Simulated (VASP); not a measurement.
Input of a VASP 6.6.1 run:

The input INCAR:

```
SYSTEM = Mg2Si
  ALGO = Normal
  EDIFF = 1E-7
  EDIFFG = -0.005
  ENCUT = 600
  GGA = PE
  IBRION = 2
  ISIF = 3
  ISMEAR = 0
  KPAR = 2
  LASPH = .TRUE.
  LCHARG = .FALSE.
  LREAL = .FALSE.
  LWAVE = .FALSE.
  NELM = 80
  NSW = 90
  PREC = Accurate
  SIGMA = 0.03
```

KPOINTS

```
k-points
0
G
  10 10 10
  0 0 0
```

File POSCAR:

```
Mg2Si                                   
1.0
    0.0000000000      3.1792963569      3.1792963569
    3.1792963569      0.0000000000      3.1792963569
    3.1792963569      3.1792963569      0.0000000000
  Mg              Si            
     2     1
Direct
     0.2500000000000000    0.2500000000000000    0.2500000000000000
     0.7500000000000000    0.7500000000000000    0.7500000000000000
     0.0000000000000000    0.0000000000000000    0.0000000000000000
```

Potentials or basis: VASP PAW PBE potentials, release 64 (Mg, Si).

Command:

```bash
$ cat potpaw_PBE.64/Mg/POTCAR potpaw_PBE.64/Si/POTCAR > POTCAR
$ mpirun -np 2 vasp_std > vasp.out
```

Task: Predict the band gap on the k mesh.

Result: 0.21 eV, indirect (least direct gap 1.86 eV).

Final structure:
```
Mg Si
1.0
     0.00000    3.17930    3.17930
     3.17930    0.00000    3.17930
     3.17930    3.17930    0.00000
Mg Si
2 1
Direct
  0.25000 0.25000 0.25000
  0.75000 0.75000 0.75000
  0.00000 0.00000 0.00000
```

Caveat: the relaxation stopped at its first step, so nothing moved. A k mesh can miss the band edges.
